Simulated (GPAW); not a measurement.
Crystal: MoSe2.

```xyz
6
Lattice="3.2880 0.0000 0.0000 -1.6440 2.8475 0.0000 0.0000 0.0000 12.9000" Properties=species:S:1:pos:R:3 pbc="T T T"
Mo    1.6440    0.9492    9.6750
Mo    0.0000    1.8983    3.2250
Se    1.6440    0.9492    4.8375
Se    0.0000    1.8983   11.2875
Se    1.6440    0.9492    1.6125
Se    0.0000    1.8983    8.0625
```

| Quantity | Value |
| --- | --- |
| Program | GPAW 26.7.0 |
| Task | relaxation of cell and atoms |
| Functional | AM05 |
| Potentials or basis | PAW data sets generated in the run's folder for this functional |
| Cutoff | 600 eV |
| Basis | pw |
| k mesh | 6 × 6 × 2 |
| Occupations | fermi-dirac, width 0.05 eV |
| Spin | no spin polarisation |

At the start: pressure 2.8 GPa; volume 20.13 Å³/atom.

Task: Where does the relaxation end?

Result: Over 15 steps the energy falls by 17.0 meV/atom and the volume is 22.53 Å³/atom (+11.9 %); space group P6_3/mmc (No. 194, to 0.05 Å).

Step by step:
| step | energy change (eV) | largest force (eV/Å) | pressure (GPa) | volume (Å³) |
| --- | --- | --- | --- | --- |
| 1 | 0.0000 | 0.6693 | 2.83 | 120.78 |
| 2 | -0.0303 | 0.4252 | 1.61 | 121.08 |
| 3 | -0.0547 | 0.0118 | -0.53 | 121.60 |
| 4 | -0.0560 | 0.0396 | -0.60 | 121.58 |
| 5 | -0.0625 | 0.1333 | -0.57 | 121.20 |
| 6 | -0.0657 | 0.1226 | -0.12 | 120.82 |
| 7 | -0.0673 | 0.0621 | 0.43 | 120.57 |
| 8 | -0.0678 | 0.0275 | 0.62 | 120.56 |
| 9 | -0.0687 | 0.0158 | 0.82 | 120.68 |
| 10 | -0.0707 | 0.0738 | 1.05 | 121.09 |
| 11 | -0.0748 | 0.1401 | 1.22 | 122.17 |
| 12 | -0.0818 | 0.1736 | 1.15 | 124.25 |
| 13 | -0.0910 | 0.1308 | 0.74 | 127.47 |
| 14 | -0.0980 | 0.0428 | 0.26 | 131.15 |
| 15 | -0.1020 | 0.0001 | 0.05 | 135.17 |

Final structure:
```yaml
crystal:
  lattice:
    - [3.26393, 0.00000, 0.00000]
    - [-1.63196, 2.82664, 0.00000]
    - [0.00000, 0.00000, 14.65070]
  atoms:
    - { symbol: Mo, position: [0.66667, 0.33333, 0.75000] }
    - { symbol: Mo, position: [0.33333, 0.66667, 0.25000] }
    - { symbol: Se, position: [0.66667, 0.33333, 0.36334] }
    - { symbol: Se, position: [0.33333, 0.66667, 0.86334] }
    - { symbol: Se, position: [0.66667, 0.33333, 0.13666] }
    - { symbol: Se, position: [0.33333, 0.66667, 0.63666] }
```

Caveat: the k mesh is coarse; later steps reuse the first step's grids; this functional lacks dispersion, which binds the layers, so the pressure and a relaxed spacing across them are unreliable; the volume moved by +12 % from the deposited cell, more than functionals usually miss.
